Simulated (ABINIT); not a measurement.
# TePt (P6_3/mmc) in ABINIT: reference runs

Reference runs on TePt: the cell as given.

Everything below comes from runs of ABINIT 10.8.3 (patched build). Logs are shortened: lines on timing, memory, paths and dates and some standing lists are left out, and cuts for length are marked. The log counts tension as positive stress, the text compression.

### 1 Starting point

It takes space group P6_3/mmc (No. 194, hexagonal). The conventional cell has a = 4.263 Å, b = 4.263 Å, c = 5.662 Å, α = 90.00°, β = 90.00°, γ = 120.00°. Pt (site symmetry -3m) has 2 Pt at 2.83 Å and 6 Te at 2.84 Å as nearest neighbours. Around Te (site symmetry -6m2) lie 6 Pt at 2.84 Å.

Measurements of this composition are mostly on another form, of space group No. 166.

### 2 Single point, PBEsol

File run.abi:

```
# Pseudopotentials
pp_dirpath "./"
pseudos "Pt.upf, Te.upf"

# Structure
acell 8.0556753968 8.0556753967 10.6991965703
rprim
     1.0000000000     0.0000000000     0.0000000000
    -0.5000000000     0.8660254038     0.0000000000
     0.0000000000     0.0000000000     1.0000000000
ntypat 2
znucl 78 52
natom 4
typat 1 1 2 2
xred
     0.0000000000     0.0000000000     0.0000000000
     0.0000000000     0.0000000000     0.5000000000
     0.3333333333     0.6666666667     0.2500000000
     0.6666666667     0.3333333333     0.7500000000

# Plane-wave basis
ecut 42.0

# k points
kptopt 1
ngkpt 7 7 5
nshiftk 1
shiftk 0.0 0.0 0.0

# Exchange and correlation
ixc -116133

# Bands and occupations
nband 41
occopt 3
tsmear 0.05 eV

# SCF cycle
nstep 100
tolvrs 1.0e-10

# Output
iomode 3
prtwf 0
prtden 0
prteig 0
prtebands 0
enunit 1
```

Potentials or basis: PseudoDojo NC SR PBEsol v0.4.1 standard.

On the command line:

```sh
$ mpirun --bind-to none -np 4 abinit run.abi > log 2>&1
```

run.abo:

```text
.Version 10.8.3 of ABINIT
 Symmetries : space group P6_3/m m c (#194); Bravais hP (primitive hexag.)
================================================================================
 Values of the parameters that define the memory need of the present run
     intxc =       0    ionmov =       0      iscf =       7    lmnmax =       8
     lnmax =       8     mgfft =      64  mpssoang =       4    mqgrid =    3122
     natom =       4  nloc_mem =       1    nspden =       1   nspinor =       1
    nsppol =       1      nsym =      24    n1xccc =    2501    ntypat =       2
    occopt =       3   xclevel =       2
       mpw =        7845          nfft =      147456          nkpt =          24
================================================================================
================================================================================

--------------------------------------------------------------------------------
------------- Echo of variables that govern the present computation ------------
--------------------------------------------------------------------------------
 -outvars: echo values of preprocessed input variables --------
            acell      8.0556753968E+00  8.0556753967E+00  1.0699196570E+01 Bohr
              amu      1.95080000E+02  1.27600000E+02
             ecut      4.20000000E+01 Hartree
           enunit           1
              ixc     -116133
         kptrlatt        7    0    0      0    7    0      0    0    5
          kptrlen      5.34959829E+01
            natom           4
            nband          41
            ngfft          48      48      64
             nkpt          24
            nstep         100
             nsym          24
           ntypat           2
           occopt           3
           prtden           0
        prtebands           0
           prteig           0
            prtwf           0
            rprim      1.0000000000E+00  0.0000000000E+00  0.0000000000E+00
                      -5.0000000000E-01  8.6602540380E-01  0.0000000000E+00
                       0.0000000000E+00  0.0000000000E+00  1.0000000000E+00
          spgroup         194
           tolvrs      1.00000000E-10
           tsmear      1.83746611E-03 Hartree
            typat      1  1  2  2
           xangst      0.0000000000E+00  0.0000000000E+00  0.0000000000E+00
                       0.0000000000E+00  0.0000000000E+00  2.8308854981E+00
                       1.7639237995E-11  2.4611748206E+00  1.4154427490E+00
                       2.1314399178E+00  1.2305874103E+00  4.2463282471E+00
            xcart      0.0000000000E+00  0.0000000000E+00  0.0000000000E+00
                       0.0000000000E+00  0.0000000000E+00  5.3495982851E+00
                       3.3333328880E-11  4.6509463589E+00  2.6747991426E+00
                       4.0278376984E+00  2.3254731794E+00  8.0243974277E+00
             xred      0.0000000000E+00  0.0000000000E+00  0.0000000000E+00
                       0.0000000000E+00  0.0000000000E+00  5.0000000000E-01
                       3.3333333333E-01  6.6666666667E-01  2.5000000000E-01
                       6.6666666667E-01  3.3333333333E-01  7.5000000000E-01
            znucl       78.00000   52.00000

================================================================================

 chkinp: Checking input parameters for consistency.

================================================================================
== DATASET  1 ==================================================================

--- !DatasetInfo
iteration_state: {dtset: 1, }
dimensions: {natom: 4, nkpt: 24, mband: 41, nsppol: 1, nspinor: 1, nspden: 1, mpw: 7845, }
cutoff_energies: {ecut:  42.0, pawecutdg:  -1.0, }
electrons: {nelect:   6.80000000E+01, charge:   0.00000000E+00, occopt:   3.00000000E+00, tsmear:   1.83746611E-03, }
meta: {optdriver: 0, ionmov: 0, optcell: 0, iscf: 7, paral_kgb: 0, }
...

 Real(R)+Recip(G) space primitive vectors, cartesian coordinates (Bohr,Bohr^-1):
 R(1)=  8.0556754  0.0000000  0.0000000  G(1)=  0.1241361  0.0716700  0.0000000
 R(2)= -4.0278377  6.9764195  0.0000000  G(2)=  0.0000000  0.1433400  0.0000000
 R(3)=  0.0000000  0.0000000 10.6991966  G(3)=  0.0000000  0.0000000  0.0934650
 Unit cell volume ucvol=  6.0129240E+02 bohr^3
 Angles (23,13,12)=  9.00000000E+01  9.00000000E+01  1.20000000E+02 degrees

 getcut: wavevector=  0.0000  0.0000  0.0000  ngfft=  48  48  64
         ecut(hartree)=     42.000   => boxcut(ratio)=   2.04244

--- Pseudopotential description ------------------------------------------------
- pspini: atom type   1  psp file is ./Pt.upf
12 -116133 3 -1 1358                          pspcod,pspxc,lmax,lloc,mmax
     nproj     2     2     2     2

- pspini: atom type   2  psp file is ./Te.upf
12 -116133 2 -1 1294                          pspcod,pspxc,lmax,lloc,mmax
     nproj     2     2     2     0

   8.61786128E+03                                ecore*ucvol(ha*bohr**3)
--------------------------------------------------------------------------------

================================================================================

--- !BeginCycle
iteration_state: {dtset: 1, }
solver: {iscf: 7, nstep: 100, nline: 4, wfoptalg: 0, }
tolerances: {tolvrs: 1.00E-10, }
...

     iter   Etot(hartree)      deltaE(h)  residm     vres2
 ETOT  1  -470.11720587765    -4.701E+02 1.878E-01 3.794E+02
 ETOT  2  -470.26087822689    -1.437E-01 2.748E-02 1.644E+03
 ETOT  3  -470.48763438696    -2.268E-01 7.053E-03 7.393E+01
 ETOT  4  -470.49763561799    -1.000E-02 2.259E-03 9.868E-01
 ETOT  5  -470.49775837777    -1.228E-04 1.445E-03 1.270E-02
 ETOT  6  -470.49775980757    -1.430E-06 7.382E-04 3.203E-04
 ETOT  7  -470.49775984904    -4.147E-08 1.471E-03 1.446E-05
 ETOT  8  -470.49775985060    -1.565E-09 5.774E-04 1.194E-07
 ETOT  9  -470.49775985059     1.626E-11 9.944E-04 2.991E-07
 ETOT 10  -470.49775985062    -2.950E-11 1.315E-03 1.179E-10
 ETOT 11  -470.49775985063    -1.825E-11 1.633E-03 2.220E-12

 At SCF step   11       vres2   =  2.22E-12 < tolvrs=  1.00E-10 =>converged.

 Cartesian components of stress tensor (hartree/bohr^3)
  sigma(1 1)=  1.36047602E-04  sigma(3 2)=  0.00000000E+00
  sigma(2 2)=  1.36047602E-04  sigma(3 1)=  0.00000000E+00
  sigma(3 3)=  1.99668939E-04  sigma(2 1)= -1.71804754E-13

--- !ResultsGS
iteration_state: {dtset: 1, }
comment   : Summary of ground state results
lattice_vectors:
- [  8.0556754,   0.0000000,   0.0000000, ]
- [ -4.0278377,   6.9764195,   0.0000000, ]
- [  0.0000000,   0.0000000,  10.6991966, ]
lattice_lengths: [   8.05568,    8.05568,   10.69920, ]
lattice_angles: [ 90.000,  90.000, 120.000, ] # degrees, (23, 13, 12)
lattice_volume:   6.0129240E+02
convergence: {deltae: -1.825E-11, res2:  2.220E-12, residm:  1.633E-03, diffor: null, }
etotal    :  -4.70497760E+02
entropy   :   0.00000000E+00
fermie    :   3.54887457E-01
cartesian_stress_tensor: # hartree/bohr^3
- [  1.36047602E-04,  -1.71804754E-13,   0.00000000E+00, ]
- [ -1.71804754E-13,   1.36047602E-04,   0.00000000E+00, ]
- [  0.00000000E+00,   0.00000000E+00,   1.99668939E-04, ]
pressure_GPa:  -4.6266E+00
xred      :
- [  0.0000E+00,   0.0000E+00,   0.0000E+00, Pt]
- [  0.0000E+00,   0.0000E+00,   5.0000E-01, Pt]
- [  3.3333E-01,   6.6667E-01,   2.5000E-01, Te]
- [  6.6667E-01,   3.3333E-01,   7.5000E-01, Te]
cartesian_forces: # hartree/bohr
- [ -6.68508869E-29,  -3.85963775E-29,  -2.45769515E-32, ]
- [ -6.68508869E-29,  -3.85963775E-29,  -2.45769515E-32, ]
- [  2.00552661E-28,   1.04210219E-27,  -2.45769515E-32, ]
- [ -6.68508869E-29,  -9.64909438E-28,   7.37308545E-32, ]
force_length_stats: {min:   7.71927590E-29, max:   1.06122493E-27, mean:   5.45708225E-28, }
...

 Integrated electronic density in atomic spheres:
 ------------------------------------------------
 Atom  Sphere_radius  Integrated_density
    1        2.00000         14.54015065
    2        2.00000         14.54015065
    3        2.00000         11.88539355
    4        2.00000         11.88539355
================================================================================

 ----iterations are completed or convergence reached----

 Mean square residual over all n,k,spin=   25.301E-07; max=  16.331E-04
 reduced coordinates (array xred) for    4 atoms
       0.000000000000      0.000000000000      0.000000000000
       0.000000000000      0.000000000000      0.500000000000
       0.333333333333      0.666666666667      0.250000000000
       0.666666666667      0.333333333333      0.750000000000
 rms dE/dt=  2.7105E-27; max dE/dt=  6.4623E-27; dE/dt below (all hartree)
    1       0.000000000000      0.000000000000      0.000000000000
    2       0.000000000000      0.000000000000      0.000000000000
    3      -0.000000000000     -0.000000000000      0.000000000000
    4       0.000000000000      0.000000000000     -0.000000000000

 cartesian coordinates (angstrom) at end:
    1      0.00000000000000     0.00000000000000     0.00000000000000
    2      0.00000000000000     0.00000000000000     2.83088549806664
    3      0.00000000001764     2.46117482057796     1.41544274903332
    4      2.13143991777210     1.23058741028898     4.24632824709996

 cartesian forces (hartree/bohr) at end:
    1     -0.00000000000000    -0.00000000000000    -0.00000000000000
    2     -0.00000000000000    -0.00000000000000    -0.00000000000000
    3      0.00000000000000     0.00000000000000    -0.00000000000000
    4     -0.00000000000000    -0.00000000000000     0.00000000000000
 frms,max,avg= 4.1569571E-28 1.0421022E-27   0.000E+00  0.000E+00  0.000E+00 h/b

 cartesian forces (eV/Angstrom) at end:
    1     -0.00000000000000    -0.00000000000000    -0.00000000000000
    2     -0.00000000000000    -0.00000000000000    -0.00000000000000
    3      0.00000000000000     0.00000000000000    -0.00000000000000
    4     -0.00000000000000    -0.00000000000000     0.00000000000000
 frms,max,avg= 2.1375933E-26 5.3587049E-26   0.000E+00  0.000E+00  0.000E+00 e/A
 length scales=  8.055675396800  8.055675396700 10.699196570300 bohr
              =  4.262879835527  4.262879835474  5.661770996133 angstroms
 Fermi (or HOMO) energy (eV) =   9.65698   Average Vxc (eV)= -12.03494
 Eigenvalues (   eV  ) for nkpt=  24  k points:
 kpt#   1, nband= 41, wtk=  0.00408, kpt=  0.0000  0.0000  0.0000 (reduced coord)
 -88.83707  -88.82883  -43.09818  -42.96141  -42.96141  -42.94244  -42.94244  -42.89640
 -28.04728  -28.04728  -28.04555  -28.04555  -28.01786  -28.01786  -28.00766  -28.00766
 -28.00576  -28.00501   -4.10289   -1.61091    2.70465    3.83211    3.83211    4.46850
   5.76193    5.76193    6.45622    6.45622    7.81297    7.81297    8.08085    8.08085
   9.81732   10.13250   10.98288   11.42972   11.75211   11.75211   14.29275   14.29275
  17.20681
 prteigrs : prtvol=0 or 1, do not print more k-points.

--- !EnergyTerms
iteration_state     : {dtset: 1, }
comment             : Components of total free energy in Hartree
kinetic             :  1.88786321295630E+02
hartree             :  1.01174103567033E+02
xc                  : -9.61039818147558E+01
Ewald energy        : -3.05024361655696E+02
psp_core            :  1.43322305193069E+01
local_psp           : -3.29999688413090E+02
non_local_psp       : -4.36615679789773E+01
internal            : -4.70496944480549E+02
'-kT*entropy'       : -8.15370084579751E-04
total_energy        : -4.70497759850634E+02
total_energy_eV     : -1.28028962711644E+04
band_energy         : -4.66781896503556E+01
...

 Cartesian components of stress tensor (hartree/bohr^3)
  sigma(1 1)=  1.36047602E-04  sigma(3 2)=  0.00000000E+00
  sigma(2 2)=  1.36047602E-04  sigma(3 1)=  0.00000000E+00
  sigma(3 3)=  1.99668939E-04  sigma(2 1)= -1.71804754E-13

-Cartesian components of stress tensor (GPa)         [Pressure= -4.6266E+00 GPa]
- sigma(1 1)=  4.00265865E+00  sigma(3 2)=  0.00000000E+00
- sigma(2 2)=  4.00265864E+00  sigma(3 1)=  0.00000000E+00
- sigma(3 3)=  5.87446301E+00  sigma(2 1)= -5.05467037E-09

== END DATASET(S) ==============================================================
================================================================================

 -outvars: echo values of variables after computation  --------
            acell      8.0556753968E+00  8.0556753967E+00  1.0699196570E+01 Bohr
           etotal     -4.7049775985E+02
            fcart     -6.6850886872E-29 -3.8596377531E-29 -2.4576951488E-32
                      -6.6850886872E-29 -3.8596377531E-29 -2.4576951488E-32
                       2.0055266062E-28  1.0421021933E-27 -2.4576951488E-32
                      -6.6850886872E-29 -9.6490943828E-28  7.3730854465E-32
            rprim      1.0000000000E+00  0.0000000000E+00  0.0000000000E+00
                      -5.0000000000E-01  8.6602540380E-01  0.0000000000E+00
                       0.0000000000E+00  0.0000000000E+00  1.0000000000E+00
           strten      1.3604760213E-04  1.3604760187E-04  1.9966893922E-04
                       0.0000000000E+00  0.0000000000E+00 -1.7180475381E-13
           xangst      0.0000000000E+00  0.0000000000E+00  0.0000000000E+00
                       0.0000000000E+00  0.0000000000E+00  2.8308854981E+00
                       1.7639237995E-11  2.4611748206E+00  1.4154427490E+00
                       2.1314399178E+00  1.2305874103E+00  4.2463282471E+00
             xred      0.0000000000E+00  0.0000000000E+00  0.0000000000E+00
                       0.0000000000E+00  0.0000000000E+00  5.0000000000E-01
                       3.3333333333E-01  6.6666666667E-01  2.5000000000E-01
                       6.6666666667E-01  3.3333333333E-01  7.5000000000E-01
 Calculation completed.
```

Wall time 1.7 min (4 MPI ranks of Arm Neoverse V1, shared host); peak memory 0.52 GiB.

What came out:

```
Free energy                                           : -12802.8963 eV
Pressure                                              : -4.6 GPa
Band gap on the k mesh                                : none (metal or under the smearing width)
Valence electrons inside the program's atomic spheres : Pt 14.54; Te 11.89
```

Stress tensor (GPa, compression positive):
```
-4.00  0.00  0.00
 0.00 -4.00  0.00
 0.00  0.00 -5.87
```
